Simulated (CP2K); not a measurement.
Crystal: Ag.

```xyz
1
Lattice="2.8889 0.0000 0.0000 1.4444 2.5018 0.0000 1.4444 0.8339 2.3588" Properties=species:S:1:pos:R:3 pbc="T T T"
Ag    0.0000    0.0000    0.0000
```

Program: CP2K 2026.2. Alike in all runs: task band structure; no spin polarisation; cell as given; k mesh 11 × 11 × 11.

Task: Order these runs on this cell by their pressure, lowest first.
A. level PBEsol; potentials or basis POTENTIAL_UZH Ag GTH-PBE-q11; TZVP-MOLOPT-PBE-GTH basis; smearing fermi-dirac 0.01 eV; NGRIDS 5; basis sets Ag TZVP-MOLOPT-PBE-GTH-q11; potentials Ag GTH-PBE-q11 of POTENTIAL_UZH; points a segment of the path (NPOINTS) 10; bands added on the path 2
B. level r2SCAN; potentials or basis POTENTIAL_UZH Ag GTH-SCAN-q11; TZVP-MOLOPT-SCAN-GTH basis; smearing fermi-dirac 0.01 eV; NGRIDS 4; basis sets Ag TZVP-MOLOPT-SCAN-GTH-q11; potentials Ag GTH-SCAN-q11 of POTENTIAL_UZH; points a segment of the path (NPOINTS) 8; bands added on the path 2
C. level LDA; potentials or basis GTH_POTENTIALS Ag GTH-PADE-q11; TZVP-MOLOPT-PBE-GTH basis; smearing fermi-dirac 0.05 eV; NGRIDS 4; basis sets Ag TZVP-MOLOPT-PBE-GTH-q11; potentials Ag GTH-PADE-q11 of GTH_POTENTIALS; points a segment of the path (NPOINTS) 8; bands added on the path 4

Result: C (-7.6 GPa), A (-2.5 GPa), B (1.6 GPa).

Caveats: the basis of atomic orbitals isn't converged, which shifts pressures, moduli and gaps; the potentials were made for another functional, which shifts forces and pressure (some runs).

Runs at the PBE level aren't shown here.
